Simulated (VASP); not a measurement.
A run of VASP 6.6.1:

Contents of INCAR:

```
SYSTEM = MgH2
PREC = Accurate ; ENCUT = 600
EDIFF = 1E-6 ; ISMEAR = 0
SIGMA = 0.03 ; LREAL = .FALSE.
LASPH = .TRUE. ; NELM = 80
ALGO = Normal ; ISIF = 3
LWAVE = .FALSE. ; LCHARG = .FALSE.
GGA = PE ; IBRION = 2
NSW = 90 ; EDIFFG = -0.01
KPAR = 2
```

File KPOINTS:

```
regular mesh
0
G
  6 6 10
  0 0 0
```

The input POSCAR:

```
MgH2
1.0
    4.5168000000      0.0000000000      0.0000000000
    0.0000000000      4.5168000000      0.0000000000
    0.0000000000      0.0000000000      3.0205000000
Mg H
2 4
Direct
    0.0000000000      0.0000000000      0.0000000000
    0.5000000000      0.5000000000      0.5000000000
    0.3060000000      0.3060000000      0.0000000000
    0.1940000000      0.8060000000      0.5000000000
    0.6940000000      0.6940000000      0.0000000000
    0.8060000000      0.1940000000      0.5000000000
```

Potentials or basis: VASP PAW PBE potentials, release 64 (Mg, H).

The run is started by

```bash
$ cat potpaw_PBE.64/Mg/POTCAR potpaw_PBE.64/H/POTCAR > POTCAR
$ mpirun -np 2 vasp_std > vasp.out
```

Hardware: 2 MPI ranks on Intel(R) Xeon(R) Platinum 8488C (Sapphire Rapids), with other jobs on the host.

**Question.** Estimate the wall time of this run.

**Answer.** Run time: 18 s on 2 MPI ranks on Intel(R) Xeon(R) Platinum 8488C (Sapphire Rapids), on a shared host, peak memory 0.19 GiB a rank. Counts: scf iterations 24, k points 60, ion steps 4.
